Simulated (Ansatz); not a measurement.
## In vacancy in InP

Method: Ansatz 0.2.0, DFT PBE, scalar-relativistic, plane waves, PAW. (420 eV cutoff, 2×2×2 k-mesh, shifted by half a step, Gaussian smearing of 0.02 eV, collinear spin)

Host crystal, relaxed:

```
In P
1.0
     0.00000    2.97989    2.97989
     2.97989    0.00000    2.97989
     2.97989    2.97989    0.00000
In P
1 1
Direct
  0.00000 0.00000 0.00000
  0.25000 0.25000 0.25000
```

Supercell of 32 atoms, rows in host cell vectors: 3 -1 -1; -1 3 -1; -1 -1 3. Atoms relax at the host's cell, keeping the symmetry that the supercell leaves at the site. The cell is small, so energies carry finite-size errors of tenths of an eV. The host's Kohn–Sham gap is 0.44 eV. Atoms are taken from and returned to the elements' standard states. Charged cells are corrected for image charges with the computed static dielectric tensor (mean 15.1) and aligned with the host's potential at far atoms (alignment terms reach 1.36 eV; the program doubts the alignment in some charges, where it is up to 1.36 eV). No band-filling term is added, and the Fermi level counts from the host's valence band top.

Starting moments were lost in some runs.

Defect: In vacancy at (0.000, 0.000, 0.000) of the host cell.

**Question.** What is the formation energy of the neutral defect?

**Answer.** 4.46 eV.

**Question.** Does the neutral defect carry a moment, and how do its surroundings relax?

**Answer.** It changes the cell's moment by 1.50 μB (a fraction, from partly filled bands). The nearest neighbours before are 4 P at 2.58 Å; after relaxation the atoms near the site are 4 P at 2.48 Å; the largest move is 0.10 Å.

**Question.** Charges 0, -1, -2, -3 were computed. Which is stable where in the gap?

**Answer.** Among the charges computed the stable one is -1 at the valence band top, changing to -2 at 0.43 eV. In charge 0, -3 the extra carrier would gain by moving to a band edge of the host, so it isn't bound in the gap, though by less than the errors named above. In charge 0, -1, -2 the cell has partly filled bands: a level of the defect may be part filled, the carrier may sit in the host's bands, or levels may cross between the k points, so transitions that involve it are doubtful. Without the alignment that the program doubts, the level (-1/-2) would lie at -0.03 eV, outside the gap, so these runs don't decide whether the defect changes charge there. Without the alignment that the program doubts, the level (-2/-3) would lie at 0.28 eV, inside the gap, so these runs don't decide whether the defect changes charge there. Levels between neighbouring charges: (0/-1) 0.00 eV, (-1/-2) 0.43 eV, (-2/-3) 0.69 eV.